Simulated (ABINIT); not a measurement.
Write the native input for ABINIT 10.8.3 (patched build) that does the following.

- Task: single point
- Functional: LDA
- Potentials or basis: JTH PAW LDA v2.0
- Cutoff: 680 eV
- k mesh: 16 × 16 × 5
- Occupations: fermi-dirac, width 0.05 eV
- Spin: no spin polarisation
- Fine-grid cutoff: 1278.94 eV

Crystal: BN.

```
CELL_PARAMETERS angstrom
2.49824 0.00000 0.00000
-1.24912 2.16354 0.00000
0.00000 0.00000 6.63570
ATOMIC_POSITIONS crystal
N 0.66667 0.33333 0.25000
N 0.33333 0.66667 0.75000
B 0.66667 0.33333 0.75000
B 0.33333 0.66667 0.25000
```

One way to write it, as run:

run.abi

```
pp_dirpath "./"
pseudos "N.LDA_PW-JTH.xml, B.LDA_PW-JTH.xml"

acell 2.49824 2.49824 6.6357 Angstrom
rprim
     1.0000000000     0.0000000000     0.0000000000
    -0.5000000000     0.8660254038     0.0000000000
     0.0000000000     0.0000000000     1.0000000000
ntypat 2
znucl 7 5
natom 4
typat 1 1 2 2
xred
     0.6666666667     0.3333333333     0.2500000000
     0.3333333333     0.6666666667     0.7500000000
     0.6666666667     0.3333333333     0.7500000000
     0.3333333333     0.6666666667     0.2500000000

ecut 25.0
pawecutdg 47.0
pawovlp 30

kptopt 1
ngkpt 16 16 5
nshiftk 1
shiftk 0.0 0.0 0.0

ixc 7

nband 12
occopt 3
tsmear 0.00183747

nstep 100
tolvrs 1.0e-9

iomode 3
prtwf 0
prtden 0
prteig 0
prtebands 0
enunit 1
```

Potentials or basis: JTH PAW LDA v2.0.

Command:

```bash
$ abinit run.abi > log 2>&1
```

Results of the run:

```yaml
Band_gap_on_the_k_mesh: 4.05 eV, indirect (least direct gap 4.52 eV)
```

Caveat: an odd mesh through Γ misses points on the zone boundary, where band edges often lie; the atomic spheres overlap.

Run time: 41 s on 1 thread of Arm Neoverse V2, with other jobs on the host, peak memory 0.11 GiB.
